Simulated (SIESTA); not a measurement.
Crystal: C.

```xyz
2
Lattice="0.0000 1.7834 1.7834 1.7834 0.0000 1.7834 1.7834 1.7834 0.0000" Properties=species:S:1:pos:R:3 pbc="T T T"
C     2.6751    2.6751    2.6751
C     1.7834    1.7834    1.7834
```

This isn't the form of C at room conditions, which is graphite.

Base run:

```yaml
Program: SIESTA 5.4.2
Functional: vdW-DF-C09
Potentials_or_basis: PseudoDojo 0.4 standard (PBE files)
Basis: DZP (energy shift 0.003 Ry)
Grid_cutoff: 500 Ry
Energy_shift: 0.003 Ry
k_mesh: 13 × 13 × 13
Occupations: fermi-dirac, width 0.05 eV
Spin: no spin polarisation
```

Its results: band gap on the k mesh 4.21 eV, indirect (least direct gap 5.67 eV); pressure 7.5 GPa.

**Question.** The run is repeated on the same cell with these changes: functional from vdW-DF-C09 to VV10. What comes out?

**Answer.** Band gap on the k mesh 4.43 eV, indirect (least direct gap 5.78 eV); pressure 18.9 GPa.

Caveats: the potentials were made for another functional, which shifts forces and pressure; the basis of atomic orbitals isn't converged, which shifts pressures, moduli and gaps; the non-local part is tabulated coarsely and may be off by about a percent (some runs).
